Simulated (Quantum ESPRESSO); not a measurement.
MgSi:

```
Si Mg
1.0
     2.90839    0.00000    0.00000
     0.00000    2.90839    0.00000
     0.00000    0.00000    4.10343
Si Mg
1 1
Direct
  0.50000 0.50000 0.50000
  0.00000 0.00000 0.00000
```

The cell comes from a database or a generator and needn't be the stable form of this composition.

Base run:

| Item | Value |
| --- | --- |
| Program | Quantum ESPRESSO 7.5 |
| Functional | PBEsol |
| Potentials or basis | GBRV 1.5 PBEsol |
| Cutoff | 612 eV |
| Density cutoff | 4898 eV |
| k mesh | 9 × 9 × 7 |
| Occupations | fermi-dirac, width 0.05 eV |
| Spin | no spin polarisation |

Its results: band gap on the k mesh none (metal or under the smearing width); pressure -1.6 GPa.

**Question.** The run is repeated on the same cell with these changes: functional from PBEsol to LDA; potentials or basis from GBRV 1.5 PBEsol to GBRV 1.5 LDA. What comes out?

**Answer.** Band gap on the k mesh none (metal or under the smearing width); pressure -3.3 GPa.
